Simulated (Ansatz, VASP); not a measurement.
One calculation of GaAs, two programs

```xyz
2
Lattice="0.0000 2.8289 2.8289 2.8289 0.0000 2.8289 2.8289 2.8289 0.0000" Properties=species:S:1:pos:R:3 pbc="T T T"
Ga    0.0000    0.0000    0.0000
As    1.4144    1.4144    1.4144
```

Alike in both runs: functional PBEsol; k mesh 8 × 8 × 8; no spin polarisation.

Ansatz relaxed the structure, and its values are those at the end. VASP's run is a single point on that final structure, the one shown.

|  | VASP | Ansatz |
| --- | --- | --- |
| version | VASP 6.6.1 | Ansatz 0.2.0 |
| potentials or method | VASP PAW PBE potentials, release 64 (Ga_d, As) | plane waves, PAW |
| plane-wave cutoff (eV) | 520 | 476 |
| occupations | gaussian, width 0.01 eV | fixed |
| valence electrons in the cell | 18 | 28 |

```csv
,VASP,Ansatz,Ansatz less VASP
pressure (GPa),0.2,0.0,-0.16
```

The two sets of potentials don't hold the same shells in valence.

Caveats: the PAW data sets were made with another functional, which shifts forces and pressure a little (VASP).
